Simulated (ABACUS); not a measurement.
# InP (F-43m) in ABACUS: settings compared, part 2 of 2

ABACUS 3.10.1.

### 4 Relaxation of cell and atoms, B86bPBE

Input file run_abacus.py:

```python
"""Relaxation by an ASE optimiser with ABACUS as a small file-based calculator."""
import re
import subprocess
import numpy as np
from ase.calculators.calculator import Calculator, all_changes
from ase.filters import FrechetCellFilter
from ase.io import read
from ase.optimize import BFGS
from ase.stress import full_3x3_to_voigt_6_stress
from ase.units import Bohr, GPa

atoms = read("POSCAR")
atoms = atoms[(-atoms.numbers).argsort(kind="stable")]  # ABACUS lists atoms element by element
pseudo = {'In': 'in_pbe_v1.4.uspp.F.UPF', 'P': 'p_pbe_v1.5.uspp.F.UPF'}
orbital = {}
magmoms = None
kmesh = [6, 6, 6]
params = {
    'suffix': 'InP',
    'calculation': 'scf',
    'basis_type': 'pw',
    'pseudo_dir': './',
    'symmetry': 1,
    'dft_functional': 'GGA_X_B86_MGC+GGA_C_PBE',
    'ecutwfc': 40,
    'pseudo_rcut': 10,
    'nspin': 1,
    'nbands': 13,
    'ks_solver': 'dav',
    'smearing_method': 'fd',
    'smearing_sigma': 0.00367493,
    'scf_thr': 1e-08,
    'scf_nmax': 100,
    'mixing_type': 'broyden',
    'mixing_beta': 0.7,
    'cal_force': 1,
    'cal_stress': 1,
    'ecutrho': 320,
    'kpar': 4,
}

def write_input(atoms):
    symbols = atoms.get_chemical_symbols()
    elements = list(dict.fromkeys(symbols))
    lines = ["ATOMIC_SPECIES"] + [f"{e} {atoms.get_masses()[symbols.index(e)]:.4f} {pseudo[e]}" for e in elements]
    if orbital:
        lines += ["", "NUMERICAL_ORBITAL"] + [orbital[e] for e in elements]
    lines += ["", "LATTICE_CONSTANT", f"{1 / Bohr:.10f}", "", "LATTICE_VECTORS"]
    lines += [" ".join(f"{x:.10f}" for x in v) for v in atoms.cell]
    lines += ["", "ATOMIC_POSITIONS", "Direct"]
    for e in elements:
        lines += ["", e, "0.0", str(symbols.count(e))]
        for i, p in enumerate(atoms.get_scaled_positions(wrap=False)):
            if symbols[i] == e:
                mag = "" if magmoms is None else " mag " + " ".join(str(x) for x in (magmoms[i] if isinstance(magmoms[i], list) else [magmoms[i]]))
                lines.append(" ".join(f"{x:.10f}" for x in p) + " 1 1 1" + mag)
    open("STRU", "w").write("\n".join(lines) + "\n")
    open("KPT", "w").write("K_POINTS\n0\nGamma\n%d %d %d 0 0 0\n" % tuple(kmesh))
    open("INPUT", "w").write("INPUT_PARAMETERS\n" + "".join(f"{k:<20s}{v}\n" for k, v in params.items()))

class Abacus(Calculator):
    implemented_properties = ["energy", "free_energy", "forces", "stress"]

    def calculate(self, atoms=None, properties=("energy",), system_changes=all_changes):
        super().calculate(atoms, properties, system_changes)
        write_input(self.atoms)
        subprocess.run(['mpirun', '-np', '4', 'abacus'], check=True)
        log = open("OUT.InP/running_scf.log").read()
        if "charge density convergence is achieved" not in log:
            raise RuntimeError("SCF not converged")
        rows = lambda title, n: np.array([l.split()[-3:] for l in log.split(title)[-1].split("\n")[2:2 + n]], float)
        energy = float(re.findall(r"FINAL_ETOT_IS (\S+)", log)[-1])
        stress = -rows("TOTAL-STRESS", 3) / 10 * GPa  # ABACUS prints kbar, compression positive
        self.results = dict(energy=energy, free_energy=energy, forces=rows("TOTAL-FORCE", len(self.atoms)), stress=full_3x3_to_voigt_6_stress(stress))

atoms.calc = Abacus()
opt = BFGS(FrechetCellFilter(atoms), logfile="opt.log", trajectory="relax.traj")
print("optimiser converged:", opt.run(fmax=0.02, steps=60))
```

Input file POSCAR:

```
InP
1.0
    0.0000000000      2.9305000000      2.9305000000
    2.9305000000      0.0000000000      2.9305000000
    2.9305000000      2.9305000000      0.0000000000
In P
1 1
Direct
    0.0000000000      0.0000000000      0.0000000000
    0.7500000000      0.7500000000      0.7500000000
```

Potentials or basis: GBRV ultrasoft 1.5 PBE, plane waves.

On the command line:

```sh
> OMP_NUM_THREADS=1 python run_abacus.py > log
```

running log:

```text
ABACUS v3.10.1

               Atomic-orbital Based Ab-initio Computation at UStc

 ------------------------------------------------------------------------------------

 READING GENERAL INFORMATION
                           global_out_dir = OUT.InP/
                           global_in_card = INPUT
                               pseudo_dir = ./
                              orbital_dir =
                                    DSIZE = 4
                                    GSIZE = 1

 READING UNITCELL INFORMATION
                                    ntype = 2
                  lattice constant (Bohr) = 1.88973
              lattice constant (Angstrom) = 1

 READING ATOM TYPE 1
                               atom label = In
[... 429 lines left out ...]
       2       -7.67903      0.0370370
       3       -7.67903      0.0370370
       4       -7.57232      0.0370370
       5       -7.57232      0.0370370
       6       -3.22625      0.0370370
       7       0.920223      0.0370370
       8        5.50747      0.0370370
       9        5.50747      0.0370370
      10        7.79637    5.28397e-12
      11        11.2237    8.99447e-42
      12        11.2237    8.99447e-42
      13        13.4191    7.66053e-61

------------------------------------------------------------------------------------------
 TOTAL-FORCE (eV/Angstrom)
------------------------------------------------------------------------------------------
                       In1         0.0000000000         0.0000000000         0.0000000000
                        P1         0.0000000000         0.0000000000         0.0000000000
------------------------------------------------------------------------------------------

----------------------------------------------------------------
 TOTAL-STRESS (KBAR)
----------------------------------------------------------------
         0.0521409127        -0.0000000000        -0.0000000000
         0.0000000000         0.0521409127         0.0000000000
        -0.0000000000         0.0000000000         0.0521409127
----------------------------------------------------------------
 TOTAL-PRESSURE: 0.052141 KBAR

 --------------------------------------------
 !FINAL_ETOT_IS -2029.5467954561820534 eV
 --------------------------------------------
```

Wall time 64 s (4 MPI ranks of Intel Xeon Platinum 8488C (Sapphire Rapids), shared host); peak memory 0.76 GiB.

What came out:

```yaml
Free_energy: -2029.5468 eV
Relaxed_volume: 26.36 Å³/atom
Relaxed_cell: a = 4.209 Å, b = 4.209 Å, c = 4.209 Å, α = 60.00°, β = 60.00°, γ = 60.00°
Space_group_after_relaxing_to_0.05_Å: F-43m (No. 216)
Energy_gained_by_relaxing: 15.3 meV/atom
Ionic_steps: 4
Pressure_after_relaxing: 0.0 GPa
Band_gap_on_the_k_mesh: 0.43 eV, direct
```

Step by step:
| step | energy change (eV) | largest force (eV/Å) | pressure (GPa) | volume (Å³) |
| --- | --- | --- | --- | --- |
| 1 | 0.0000 | 0.0000 | 3.12 | 50.33 |
| 2 | -0.0113 | 0.0000 | 2.35 | 50.86 |
| 3 | -0.0301 | 0.0000 | 0.14 | 52.60 |
| 4 | -0.0307 | 0.0000 | 0.01 | 52.72 |

Final structure:
```yaml
crystal:
  lattice:
    - [0.00000, 2.97606, 2.97606]
    - [2.97606, 0.00000, 2.97606]
    - [2.97606, 2.97606, 0.00000]
  atoms:
    - { symbol: In, position: [0.00000, 0.00000, 0.00000] }
    - { symbol: P, position: [0.75000, 0.75000, 0.75000] }
```

Levels at points of the mesh, in eV from the valence-band top:
```tsv
k point	band 5	band 6	band 7	band 8	band 9	band 10	band 11
(0.00, 0.00, 0.00)	-14.00	-11.22	0.00	0.00	0.00	0.43	4.08
(0.50, 0.50, 0.50)	-13.99	-9.64	-5.50	-0.91	-0.91	1.38	4.81
(0.50, 0.50, 0.00)	-13.97	-9.04	-5.56	-2.17	-2.17	1.86	2.27
```

Caveat: the potentials were made for another functional, which shifts forces and pressure; spin-orbit coupling is left out, which moves the levels of the heavy elements. Zero-point motion and thermal expansion aren't in these numbers.

### 5 Single point, M06-L

Input file INPUT:

```
INPUT_PARAMETERS
suffix              InP
calculation         scf
basis_type          pw
pseudo_dir          ./
symmetry            1
dft_functional      MGGA_X_M06_L+MGGA_C_M06_L
ecutwfc             82
pseudo_rcut         10
nspin               1
nbands              19
ks_solver           dav
smearing_method     fd
smearing_sigma      0.00367493
scf_thr             1e-08
scf_nmax            100
mixing_type         broyden
mixing_beta         0.7
cal_force           1
cal_stress          1
mixing_tau          1
out_chg             1
out_pot             2
out_elf             1
```

Input file STRU:

```
ATOMIC_SPECIES
In 114.8180 In_ONCV_PBE-1.2.upf
P 30.9738 P_ONCV_PBE-1.2.upf

LATTICE_CONSTANT
1.8897261246

LATTICE_VECTORS
0.0000000000 2.9305000000 2.9305000000
2.9305000000 0.0000000000 2.9305000000
2.9305000000 2.9305000000 0.0000000000

ATOMIC_POSITIONS
Direct

In
0.0
1
0.0000000000 0.0000000000 0.0000000000 1 1 1

P
0.0
1
0.7500000000 0.7500000000 0.7500000000 1 1 1
```

Input file KPT:

```
K_POINTS
0
Gamma
5 5 5 0 0 0
```

Potentials or basis: SG15 ONCV 1.2 PBE, plane waves.

On the command line:

```sh
> OMP_NUM_THREADS=1 mpirun -np 4 abacus > log
```

It took 38 s on 4 MPI ranks of Intel Xeon Platinum 8259CL at 2.50GHz (Skylake/Cascade Lake), shared host; peak memory 0.28 GiB.

It converged, with:

- Free energy: -1594.1145 eV
- Pressure: 2.4 GPa
- Band gap on the k mesh: 0.82 eV, direct

Levels at points of the mesh, in eV from the valence-band top:
```csv
k point,band 6,band 7,band 8,band 9,band 10,band 11,band 12,band 13
"(0.00, 0.00, 0.00)",-11.88,0.00,0.00,0.00,0.82,4.39,4.39,4.39
```

Caveat: the potentials were made for another functional, which shifts forces and pressure; spin-orbit coupling is left out, which moves the levels of the heavy elements.

### 6 Overview

```csv
task,level,potentials or basis,cell,k mesh,cutoff (eV),optimiser,force threshold,max steps,cell moves,gap on the mesh (eV),pressure (GPa)
single point,BLYP,"SSSP 1.3 efficiency PBE, plane waves",as given,6 × 6 × 6,748,-,-,-,-,0.64,7.0
single point,B86bPBE,"GBRV ultrasoft 1.5 PBE, plane waves",as given,6 × 6 × 6,544,-,-,-,-,0.68,3.1
relaxation of cell and atoms,B86bPBE,"GBRV ultrasoft 1.5 PBE, plane waves",relaxed,6 × 6 × 6,544,ASE BFGS,0.02 eV/Å,60,yes,0.43,0.0
single point,M06-L,"SG15 ONCV 1.2 PBE, plane waves",as given,5 × 5 × 5,1116,-,-,-,-,0.82,2.4
```

Alike in all rows: no spin polarisation; smearing fermi-dirac 0.05 eV.

Caveats: the potentials were made for another functional, which shifts forces and pressure; spin-orbit coupling is left out, which moves the levels of the heavy elements.

Total energies depend on the potentials used, so only differences within one code and one set of settings carry meaning.

### 7 Against experiment

Step 2. A measured gap of InP is 1.4236 eV (direct; 1.6 K; a printed reference work, data compilation); the calculated 0.64 eV misses it by -0.79 eV. Spin-orbit coupling on In is left out. The value is that of BLYP, without temperature or zero-point motion. Semilocal functionals fall short of measured gaps as a rule.

Step 3. Against the measured gap of InP, 1.4236 eV (direct; 1.6 K; a printed reference work, data compilation), the calculated 0.68 eV is off by -0.74 eV. Spin-orbit coupling on In is left out. The value is that of B86bPBE, without temperature or zero-point motion.

Step 5. A measured gap of InP is 1.4236 eV (direct; 1.6 K; a printed reference work, data compilation); the calculated 0.82 eV misses it by -0.60 eV. Spin-orbit coupling on In is left out. The value is that of M06-L, without temperature or zero-point motion.
